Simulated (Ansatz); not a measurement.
**MoS2 under changes of volume**

One of the cells (17.750 Å³/atom); the others are scaled copies at fixed shape and fractional positions:

```
Mo S
1.0
     1.58550    0.91539    6.11500
    -1.58550    0.91539    6.11500
     0.00000   -1.83078    6.11500
Mo S
1 2
Direct
  0.00000 0.00000 0.00000
  0.25000 0.25000 0.25000
  0.75000 0.75000 0.75000
```

Measurements of this composition are mostly on another form, of space group No. 194.

- Program: Ansatz 0.2.0
- Functional: LDA
- Potentials or basis: all-electron LAPW, scalar-relativistic
- Cutoff: 246 eV (chosen from the basis error)
- Basis error allowed: 0.002 eV/atom
- k mesh: 10 × 10 × 10
- Occupations: fermi-dirac, width 0.05 eV
- Spin: no spin polarisation

```tsv
volume (Å³/atom)	energy over the lowest point (meV/atom)	pressure (GPa)	largest force (eV/Å)
16.685	?	?	?
17.040	15.18	7.0	1.343
17.395	3.79	3.4	0.947
17.750	0.00	0.1	0.580
18.105	3.03	-2.8	0.239
18.460	12.18	-5.4	0.077
18.815	26.83	-7.7	0.370
```

What does the run at 16.685 Å³/atom give?

Energy over the lowest point 35.01 meV/atom; pressure 11.0 GPa; largest force 1.771 eV/Å.

Worked out: A Birch-Murnaghan fit of order 3 (a polynomial in V^(-2/3)) to the other rows has its minimum at 17.76 Å³/atom with B0 = V·E''(V) = 153 GPa and B' = 4.4 at fixed shape and positions, which overstates the stiffness. It gives 35.04 meV/atom at 16.685 Å³/atom, against the run's 35.01, and -dE/dV = 11.0 GPa, against 11.0.

Energies are extrapolated to zero smearing.

Caveats: the cell's inner coordinates are idealised or old, which leaves forces on the atoms.
